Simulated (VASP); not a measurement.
# W (Fm-3m) in VASP: a series of runs, part 3 of 3

VASP 6.6.1. The steps go on from the part before.

## 5. Single point, PBE

The input, INCAR:

```
SYSTEM = W
  ADDGRID = .FALSE.
  ALGO = Normal
  EDIFF = 1E-7
  ENCUT = 400
  GGA = PE
  ISIF = 2
  ISMEAR = 0
  LASPH = .TRUE.
  LCHARG = .FALSE.
  LREAL = .FALSE.
  LWAVE = .FALSE.
  NBANDS = 13
  NELM = 100
  PREC = Accurate
  SIGMA = 0.15
```

The input, KPOINTS:

```
k-points
0
G
  5 5 5
  0 0 0
```

The input, POSCAR:

```
W
1.0
    0.0000000000      2.0300000000      2.0300000000
    2.0300000000      0.0000000000      2.0300000000
    2.0300000000      2.0300000000      0.0000000000
W
1
Direct
    0.0000000000      0.0000000000      0.0000000000
```

Potentials or basis: VASP PAW PBE potentials, release 64 (W_sv).

Run with:

```
cat potpaw_PBE.64/W_sv/POTCAR > POTCAR
mpirun -np 1 vasp_std > vasp.out
```

OUTCAR:

```text
SYSTEM = W
   EDIFF = 1E-7
   ENCUT = 400
   GGA = PE
   ISIF = 2
   ISMEAR = 0
   LASPH = .TRUE.
   LREAL = .FALSE.
   NELM = 100
   PREC = Accurate

 Found     10 irreducible k-points:

 Following reciprocal coordinates:
            Coordinates               Weight
  0.000000  0.000000  0.000000      1.000000
  0.200000  0.000000  0.000000      8.000000
  0.400000  0.000000  0.000000      8.000000
  0.200000  0.200000  0.000000      6.000000
  0.400000  0.200000  0.000000     24.000000
 -0.400000  0.200000  0.000000     24.000000
   k-points           NKPTS =     10   k-points in BZ     NKDIM =     10   number of bands    NBANDS=     13
   number of dos      NEDOS =    301   number of ions     NIONS =      1
   total plane-waves  NPLWV =   8000
   dimension x,y,z NGX =    20 NGY =   20 NGZ =   20
   dimension x,y,z NGXF=    40 NGYF=   40 NGZF=   40
   ions per type =               1
   NGX,Y,Z   is equivalent  to a cutoff of  11.58, 11.58, 11.58 a.u.
   NGXF,Y,Z  is equivalent  to a cutoff of  23.16, 23.16, 23.16 a.u.
 SYSTEM =  W
   PREC   = accura    normal or accurate (medium, high low for compatibility)
   ISTART =      0    job   : 0-new  1-cont  2-samecut
   ICHARG =      2    charge: 1-file 2-atom 10-const
   ISPIN  =      1    spin polarized calculation?
   LNONCOLLINEAR =      F non collinear calculations
   LSORBIT =      F    spin-orbit coupling
   LASPH  =      T    aspherical Exc in radial PAW
   ENCUT  =  400.0 eV  29.40 Ry    5.42 a.u.   4.68  4.68  4.68*2*pi/ulx,y,z
   NELM   =    100;   NELMIN=  2; NELMDL= -5     # of ELM steps
   EDIFF  = 0.1E-06   stopping-criterion for ELM
   LREAL  =      F    real-space projection
   EDIFFG = 0.1E-05   stopping-criterion for IOM
   NSW    =      0    number of steps for IOM
   IBRION =     -1    ionic relax: 0-MD 1-quasi-New 2-CG
   NFREE  =      0    steps in history (QN), initial steepest desc. (CG)
   ISIF   =      2    stress and relaxation
   ISYM   =      2    0-nonsym 1-usesym 2-fastsym
   POTIM  = 0.5000    time-step for ionic-motion
   TEBEG  =    0.0;   TEEND  =   0.0 temperature during run
   PSTRESS=    0.0 pullay stress
   NELECT =      14.0000    total number of electrons
   NUPDOWN=      -1.0000    fix difference up-down
   EMIN   =  10.00;   EMAX   =-10.00  energy-range for DOS
   EFERMI =   0.00;   METHOD = LEGACY
   ISMEAR =     0;   SIGMA  =   0.15  broadening in eV -4-tet -1-fermi 0-gaus
   EFERMI_NEDOS =   21; number of points for ismear=-14 and -15
   IALGO  =     38    algorithm
   IMIX   =      4    mixing-type and parameters
     AMIX     =   0.40;   BMIX     =  1.00
     AMIX_MAG =   1.60;   BMIX_MAG =  1.00
  volume/ion in A,a.u.               =      16.73       112.91
  Fermi-wavevector in a.u.,A,eV,Ry     =   1.542688  2.915258 32.380324  2.379887
  Thomas-Fermi vector in A             =   2.648457
   LORBIT       =      0    0 simple, 1 ext, 2 COOP (PROOUT), +10 PAW based schemes
   GGA     = PE    functional components
   LHFCALC =     F    Hartree Fock is set to
   AEXX    =    0.0000 exact exchange contribution
   IVDW    =     0    specifies the selected vdW correction
   LEPSILON=     F    determine dielectric tensor
   LRPA    =     F    only Hartree local field effects (RPA)
 non-spin polarized calculation
 Gauss-broadening in eV      SIGMA  =   0.15
  energy-cutoff  :      400.00
  volume of cell :       16.73
 maximum number of plane-waves:       318
   NGX =  9   NGY =  9   NGZ =  9

 number of electron      14.0000005 magnetization

 Free energy of the ion-electron system (eV)
  ---------------------------------------------------
  ext. energy  EPLUGINS =         0.00000000
  ---------------------------------------------------
  free energy    TOTEN  =       -12.49838904 eV

  energy without entropy =      -12.48100427  energy(sigma->0) =      -12.48969666

 E-fermi :  10.5883     XC(G=0): -13.3283

 val. band max:       10.1533561639   @ k =   0.2000   0.0000   0.0000
 cond. band min:      10.6575949352   @ k =   0.2000   0.2000   0.0000
 fundamental gap:      0.5042387712
 Fermi energy:        10.5882577703

 k-point     1 :       0.0000    0.0000    0.0000
  band No.  band energies     occupation
      1     -63.4815      2.00000
      2     -27.1356      2.00000
      3     -27.1356      2.00000
      4     -27.1356      2.00000
      5       1.3335      2.00000
      6       9.6895      2.00000
      7       9.6895      2.00000
      8       9.6895      2.00000
      9      12.7355      0.00000
     10      12.7355      0.00000
     11      22.9791      0.00000
     12      28.1168      0.00000
     13      28.1168      0.00000

 k-point     2 :       0.2000    0.0000    0.0000
  band No.  band energies     occupation
      1     -63.4480      2.00000
      2     -27.5225      2.00000
      3     -27.1861      2.00000
      4     -27.1861      2.00000
      5       2.8654      2.00000
      6       8.8235      2.00000
      7      10.1534      1.99996
      8      10.1534      1.99996
      9      12.5313      0.00000
     10      12.5313      0.00000
     11      24.0638      0.00000
     12      26.1518      0.00000
     13      31.0581      0.00000

 k-point     3 :       0.4000    0.0000    0.0000
  band No.  band energies     occupation
      1     -63.3936      2.00000
      2     -28.1119      2.00000
      3     -27.2667      2.00000
      4     -27.2667      2.00000
      5       4.6444      2.00000
      6       9.6252      2.00000
      7       9.6252      2.00000
      8       9.9308      2.00000
      9      14.5343      0.00000
     10      14.5343      0.00000
     11      21.0332      0.00000
     12      23.7503      0.00000
     13      29.9071      0.00000

 k-point     4 :       0.2000    0.2000    0.0000
  band No.  band energies     occupation
      1     -63.4370      2.00000
      2     -27.5086      2.00000
      3     -27.2723      2.00000
      4     -27.2723      2.00000
      5       3.3860      2.00000
      6       7.9931      2.00000
      7      10.6576      0.51329
      8      11.0362      0.00002
      9      11.0362      0.00002
     10      13.4522      0.00000
     11      26.9738      0.00000
     12      27.0343      0.00000
     13      28.8894      0.00000

 k-point     5 :       0.4000    0.2000    0.0000
  band No.  band energies     occupation
      1     -63.3895      2.00000
      2     -27.9355      2.00000
      3     -27.4102      2.00000
      4     -27.3633      2.00000
      5       5.4211      2.00000
      6       7.5719      2.00000
      7       9.1072      2.00000
      8      11.2477      0.00000
      9      14.2544      0.00000
     10      14.9509      0.00000
     11      22.8345      0.00000
     12      26.4172      0.00000
     13      27.7306      0.00000

 k-point     6 :      -0.4000    0.2000    0.0000
  band No.  band energies     occupation
      1     -63.3713      2.00000
      2     -28.0701      2.00000
      3     -27.5535      2.00000
      4     -27.3348      2.00000
      5       6.0527      2.00000
      6       8.0342      2.00000
      7       9.4672      2.00000
      8      10.6846      0.36355
      9      14.3599      0.00000
     10      17.1368      0.00000
     11      20.0242      0.00000
     12      25.4005      0.00000
     13      27.2117      0.00000

 [... further k-points ...]

------------------------ aborting loop because EDIFF is reached ----------------------------------------

  FORCE on cell =-STRESS in cart. coord.  units (eV):
  Direction    XX          YY          ZZ          XY          YZ          ZX
  --------------------------------------------------------------------------------------
  -------------------------------------------------------------------------------------
  Total       -0.5123557     -0.5123557     -0.5123557     -0.0000000     -0.0000000      0.0000000
  in kB      -49.0641265    -49.0641265    -49.0641265     -0.0000000     -0.0000000      0.0000000
  external PRESSURE =     -49.0641265 kB  Pullay stress =       0.0000000 kB

 VOLUME and BASIS-vectors are now :
 -----------------------------------------------------------------------------
  energy-cutoff  :      400.00
  volume of cell :       16.73
      direct lattice vectors                 reciprocal lattice vectors
     0.000000000  2.030000000  2.030000000    -0.246305419  0.246305419  0.246305419
     2.030000000  0.000000000  2.030000000     0.246305419 -0.246305419  0.246305419
     2.030000000  2.030000000  0.000000000     0.246305419  0.246305419 -0.246305419

 POSITION                                       TOTAL-FORCE (eV/Angst)
 -----------------------------------------------------------------------------------
      0.00000      0.00000      0.00000         0.000000      0.000000      0.000000
 -----------------------------------------------------------------------------------
    total drift:                                0.000000      0.000000      0.000000

  FREE ENERGIE OF THE ION-ELECTRON SYSTEM (eV)
  ---------------------------------------------------
  free  energy   TOTEN  =       -12.4983890407 eV

  energy  without entropy=      -12.4810042736  energy(sigma->0) =      -12.48969666
```

stdout:

```text
POSCAR found type information on POSCAR W
 POSCAR found :  1 types and       1 ions
 scaLAPACK will be used
 LDA part: xc-table for (Slater+PW92), standard interpolation
 POSCAR, INCAR and KPOINTS ok, starting setup
 FFT: planning ... GRIDC
 FFT: planning ... GRID_SOFT
 FFT: planning ... GRID
 WAVECAR not read
 entering main loop
```

It took 2.4 s on 1 thread of Intel Xeon Platinum 8488C (Sapphire Rapids), shared host; peak memory 0.12 GiB.

The run converged, but some of its settings lie outside the range that counts as converged, so its numbers aren't taken as properties of the crystal.

What came out:

* Free energy: -12.4984 eV
* Pressure: -4.9 GPa
* Band gap on the k mesh: none (metal or under the smearing width)

Caveat: the k mesh is coarse (spacing up to 0.54 Å⁻¹), so the values aren't converged.

## 6. Single point, PBE

Changes to INCAR since step 5:

```diff
@@ -4,3 +4,3 @@
   EDIFF = 1E-7
-  ENCUT = 400
+  ENCUT = 500
   GGA = PE
```

KPOINTS is that of step 5.

POSCAR is that of step 5.

Potentials or basis: VASP PAW PBE potentials, release 64 (W_sv).

Run with:

```
cat potpaw_PBE.64/W_sv/POTCAR > POTCAR
mpirun -np 1 vasp_std > vasp.out
```

OUTCAR:

```text
SYSTEM = W
   EDIFF = 1E-7
   ENCUT = 500
   GGA = PE
   ISIF = 2
   ISMEAR = 0
   LASPH = .TRUE.
   LREAL = .FALSE.
   NELM = 100
   PREC = Accurate

 Found     10 irreducible k-points:

 Following reciprocal coordinates:
            Coordinates               Weight
  0.000000  0.000000  0.000000      1.000000
  0.200000  0.000000  0.000000      8.000000
  0.400000  0.000000  0.000000      8.000000
  0.200000  0.200000  0.000000      6.000000
  0.400000  0.200000  0.000000     24.000000
 -0.400000  0.200000  0.000000     24.000000
   k-points           NKPTS =     10   k-points in BZ     NKDIM =     10   number of bands    NBANDS=     13
[... 173 lines left out ...]

  FORCE on cell =-STRESS in cart. coord.  units (eV):
  Direction    XX          YY          ZZ          XY          YZ          ZX
  --------------------------------------------------------------------------------------
  -------------------------------------------------------------------------------------
  Total       -0.5126022     -0.5126022     -0.5126022     -0.0000000      0.0000000     -0.0000000
  in kB      -49.0877276    -49.0877276    -49.0877276     -0.0000000      0.0000000     -0.0000000
  external PRESSURE =     -49.0877276 kB  Pullay stress =       0.0000000 kB

 VOLUME and BASIS-vectors are now :
 -----------------------------------------------------------------------------
  energy-cutoff  :      500.00
  volume of cell :       16.73
      direct lattice vectors                 reciprocal lattice vectors
     0.000000000  2.030000000  2.030000000    -0.246305419  0.246305419  0.246305419
     2.030000000  0.000000000  2.030000000     0.246305419 -0.246305419  0.246305419
     2.030000000  2.030000000  0.000000000     0.246305419  0.246305419 -0.246305419

 POSITION                                       TOTAL-FORCE (eV/Angst)
 -----------------------------------------------------------------------------------
      0.00000      0.00000      0.00000        -0.000000     -0.000000     -0.000000
 -----------------------------------------------------------------------------------
    total drift:                                0.000000      0.000000     -0.000000

  FREE ENERGIE OF THE ION-ELECTRON SYSTEM (eV)
  ---------------------------------------------------
  free  energy   TOTEN  =       -12.4982626175 eV

  energy  without entropy=      -12.4808800415  energy(sigma->0) =      -12.48957133
```

stdout:

```text
POSCAR found type information on POSCAR W
 POSCAR found :  1 types and       1 ions
 scaLAPACK will be used
 LDA part: xc-table for (Slater+PW92), standard interpolation
 POSCAR, INCAR and KPOINTS ok, starting setup
 FFT: planning ... GRIDC
 FFT: planning ... GRID_SOFT
 FFT: planning ... GRID
 WAVECAR not read
 entering main loop
```

It took 2.8 s on 1 thread of Intel Xeon Platinum 8488C (Sapphire Rapids), shared host; peak memory 0.13 GiB.

These settings aren't checked as converged: the numbers below hold their error.

What came out:

```yaml
Free_energy: -12.4983 eV
Pressure: -4.9 GPa
Band_gap_on_the_k_mesh: none (metal or under the smearing width)
```

Caveat: the k mesh is coarse (spacing up to 0.54 Å⁻¹), so the values aren't converged.

## 7. For comparison

An earlier run on the cell as given: functional PBEsol; potentials or basis VASP PAW PBE potentials, release 64 (W_sv); cutoff 520 eV; k mesh 11 × 11 × 11; occupations fermi-dirac, width 0.05 eV; no spin polarisation.

* Pressure: -12.3 GPa
* Band gap on the k mesh: none (metal or under the smearing width)
